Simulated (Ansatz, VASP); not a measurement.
# One calculation of Ca, two programs

```
CELL_PARAMETERS angstrom
0.00000 4.22706 4.22706
4.22706 0.00000 4.22706
4.22706 4.22706 0.00000
ATOMIC_POSITIONS crystal
Ca 0.12500 0.12500 0.12500
Ca 0.87500 0.87500 0.87500
```

Alike in both runs: task single point; functional LDA; k mesh 8 × 8 × 8; occupations fermi-dirac, width 0.1 eV; no spin polarisation.

```csv
,VASP,Ansatz
version,VASP 6.6.1,Ansatz 0.2.0
potentials or method,"VASP PAW LDA potentials, release 64 (Ca_sv)","plane waves (420 eV) with PAW, scalar-relativistic"
plane-wave cutoff (eV),520,420
valence electrons in the cell,20,20
```

|  | VASP | Ansatz | Ansatz less VASP |
| --- | --- | --- | --- |
| pressure (GPa) | -0.3 | -0.3 | +0.01 |

Ansatz warned: «pseudo_functional_mismatch».
